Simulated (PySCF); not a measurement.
Fill in the blanks.

Species: triethylammonium, C6H16N (charge +1).
InChI=1S/C6H15N/c1-4-7(5-2)6-3/h4-6H2,1-3H3/p+1

Conformer (atom-mapped SMILES and torsion angles): `[CH3:1][CH2:2][NH+:3]([CH2:4][CH3:5])[CH2:6][CH3:7]`: C1–C2–N3–C4 -157°, C2–N3–C4–C5 77°, C2–N3–C6–C7 -158°.

```csv
property,level,value
"rotational constants A, B, C",PBE0-D3(BJ)/def2-SVP,"2.265, 2.249, 1.290 GHz"
HOMO energy,wB97X-D/def2-SVPD,?
LUMO energy,wB97X-D/def2-SVPD,-1.83 eV
lowest singlet excitation,TDDFT wB97X-D/def2-SVPD,"10.00 eV (124 nm, f = 0.015 summed over 2 states within 0.01 eV)"
lowest triplet excitation (Tamm–Dancoff),TDA wB97X-D/def2-SVPD,?
static isotropic polarisability,wB97X-D/def2-SVPD,?
vertical ionisation energy,ΔSCF wB97X-D/def2-SVPD,?
vertical electron affinity,ΔSCF wB97X-D/def2-SVPD,2.00 eV
electronic spatial extent ⟨r²⟩ about the centre of nuclear charge,wB97X-D/def2-SVPD,?
13C chemical shifts (computed TMS as zero) by class,GIAO PBE0/pcSseg-1,"52.9 (3 C), 12.3 (3 C) ppm"
1H chemical shifts (computed TMS as zero) by class,GIAO PBE0/pcSseg-1,"2.98 (6 H), 2.11 (1 H), 1.63 (9 H) ppm"
"isotropic shieldings of nuclei other than C and H, by class",GIAO PBE0/pcSseg-1,?
core binding energies,"ΔSCF SCAN, pcX-2 on the ionised atom, pcseg-1 elsewhere, spin-free X2C",?
```

Gas-phase values; electronic properties from PySCF, density fitting. The structure is a single PBE0-D3(BJ)/def2-SVP conformer in the gas phase; no vibrational or solvent corrections. NMR classes are plain means over equivalent atoms (diastereotopic ones count apart unless rotation or inversion swaps them), as if these changed places fast; in this geometry the members of some classes differ.

(1) What are the core binding energies?

(2) Give the electronic spatial extent ⟨r²⟩ about the centre of nuclear charge.

(3) The lowest triplet excitation (Tamm–Dancoff)?

(4) The isotropic shieldings of nuclei other than C and H, by class?

(5) Give the HOMO energy.

(6) The static isotropic polarisability?

(7) Give the vertical ionisation energy.

Answers

(1) C1s 295.3 (×3), C1s 296.7 (×3), N1s 412.6 eV.

(2) 1027 bohr².

(3) 9.87 eV.

(4) 162 (1 N) ppm.

(5) -16.21 eV.

(6) 76.9 au.

(7) 16.49 eV.

The vertical singlet–triplet gap S1 − T1 is 0.13 eV (TDDFT singlet less Tamm–Dancoff triplet). The principal polarisabilities are 68.3, 81.2 and 81.3 au; their mean is the isotropic value. −ε(LUMO) is 1.83 eV against a ΔSCF electron affinity of 2.00 eV. No computed singlet falls in the visible range (750 to 380 nm, 1.65 to 3.26 eV); S1 lies 6.74 eV above its blue end.
